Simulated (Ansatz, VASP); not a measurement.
# One calculation of Co, two programs

Contents of INCAR:

```
SYSTEM = Co
PREC = Accurate
ENCUT = 520
EDIFF = 1E-7
ISMEAR = -1
SIGMA = 0.05
LREAL = .False.
LASPH = .True.
NELM = 120
ALGO = Normal
ISIF = 2
LWAVE = .False.
LCHARG = .True.
ISPIN = 2
MAGMOM = 2 2 2 2 2 2
LORBIT = 11
LMAXMIX = 4
LDIPOL = .True.
IDIPOL = 3
DIPOL = 0.5 0.5 0.500
GGA = PE
LELF = .True.
LVHAR = .True.
LVACPOTAV = .True.
NBANDS = 40
```

KPOINTS

```
Automatic mesh
0
Gamma
  12 12 1
  0 0 0
```

The input POSCAR:

```
Co
1.0
    2.5395032940      0.0000000000      0.0000000000
   -1.2697516470      2.1992743656      0.0000000000
    0.0000000000      0.0000000000     25.3674787838
Co
6
Direct
    0.6666666667      0.3333333333      0.2956541351
    0.3333333333      0.6666666667      0.3773924811
    0.0000000000      0.0000000000      0.4591308270
    0.6666666667      0.3333333333      0.5408691730
    0.3333333333      0.6666666667      0.6226075189
    0.0000000000      0.0000000000      0.7043458649
```

The input input.yaml:

```yaml
crystal:
  lattice:
    - [2.539503294, 0.0, 0.0]
    - [-1.269751647, 2.1992743656, 0.0]
    - [0.0, 0.0, 25.3674787838]
  atoms:
    - { symbol: Co, position: [0.6666666667, 0.3333333333, 0.2956541351], spin: 2.0 }
    - { symbol: Co, position: [0.3333333333, 0.6666666667, 0.3773924811], spin: 2.0 }
    - { symbol: Co, position: [0.0, 0.0, 0.459130827], spin: 2.0 }
    - { symbol: Co, position: [0.6666666667, 0.3333333333, 0.540869173], spin: 2.0 }
    - { symbol: Co, position: [0.3333333333, 0.6666666667, 0.6226075189], spin: 2.0 }
    - { symbol: Co, position: [0.0, 0.0, 0.7043458649], spin: 2.0 }
hamiltonian:
  xc: pbe
  pseudopotentials: { kind: paw }
magnetization:
  spin_polarized: true
kpoints:
  mp_grid: { grid: [12, 12, 1] }
scf:
  occupations: { method: fermi_dirac, width: 0.05 }
output:
  forces: true
  eigenvalues: true
efield:
  axis: 3
  dipole_correction: true
  ramp_width: 0.04
```

Alike in both runs: task single point; functional PBE; k mesh 12 × 12 × 1; occupations fermi-dirac, width 0.05 eV; collinear spin, ferromagnetic start.

```csv
,VASP,Ansatz
version,VASP 6.6.1,Ansatz 0.2.0
potentials or method,"VASP PAW PBE potentials, release 64 (Co)",Ansatz PAW
plane-wave cutoff (eV),520,420
valence electrons in the cell,54,102
```

|  | VASP | Ansatz | Ansatz less VASP |
| --- | --- | --- | --- |
| gap on the k mesh at the Fermi level (eV) | none | none | - |
| rms of the force components (eV/Å) | 0.280 | 0.275 | -0.0048 |
| net moment per atom (μB) | 1.72 | 1.74 | +0.021 |
| size of the moment on the site where the two differ most (μB) | 1.72 | 1.79 | +0.065 |
| work function, face that differs most (eV) | 4.96 | 5.00 | +0.041 |

Site moments also hang on the region over which each program counts them. Atom by atom the forces differ by 0.006 eV/Å (rms over components). A gap of «none» marks a metal or a gap that the smearing closes. The two sets of potentials don't hold the same shells in valence.
